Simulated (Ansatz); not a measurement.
How far is this Cd3S2 from the hull?

Level of theory: DFT PBE, scalar-relativistic, plane waves, PAW (Ansatz). Settings: cutoff 420 eV, Γ-centred meshes spaced at most about 0.3 Å⁻¹, and about 0.25 Å⁻¹ or finer for metals (2π included), Gaussian smearing. No spin polarisation.

Energies over the elements count from the elements' standard structures at the same level, with no fitted energy shifts.

All energies are static (0 K, no zero-point motion). The reference form of S is held partly by dispersion forces, which this level lacks.

The competitors are the elements and 1 reference phase of this chemical system (from databases or known types: CdS), relaxed at the same level; other known phases may be missing.

The candidate was reached from: random cell.

```
CELL_PARAMETERS angstrom
5.12454 0.00000 0.00000
0.00000 5.12454 0.00000
0.00000 0.00000 5.12454
ATOMIC_POSITIONS crystal
Cd 0.00000 0.50000 0.50000
Cd 0.50000 0.00000 0.50000
Cd 0.50000 0.50000 0.00000
S 0.00000 0.00000 0.00000
S 0.50000 0.50000 0.50000
```

The lowest competing mixture at this composition:

```csv
phase,space group,source,share of atoms,ΔE_f (eV/atom)
Cd,-,element,0.2000,-0.0060
CdS,P6_3mc (No. 186),COD,0.8000,-0.660
```

The lowest database cell of Cd (-0.0060) lies slightly below the reference, hence the non-zero entry.

Question: What are the hull's energy here, the candidate's formation energy and its margin?

Answer: The hull lies at -0.529 eV/atom, the weighted sum of the last column. The candidate has 0.221 eV/atom, which is 0.75 eV/atom above it. The candidate matches no cell in the subsets of the Crystallography Open Database and the Materials Project at hand. A phase this far over the hull is unlikely to be made.
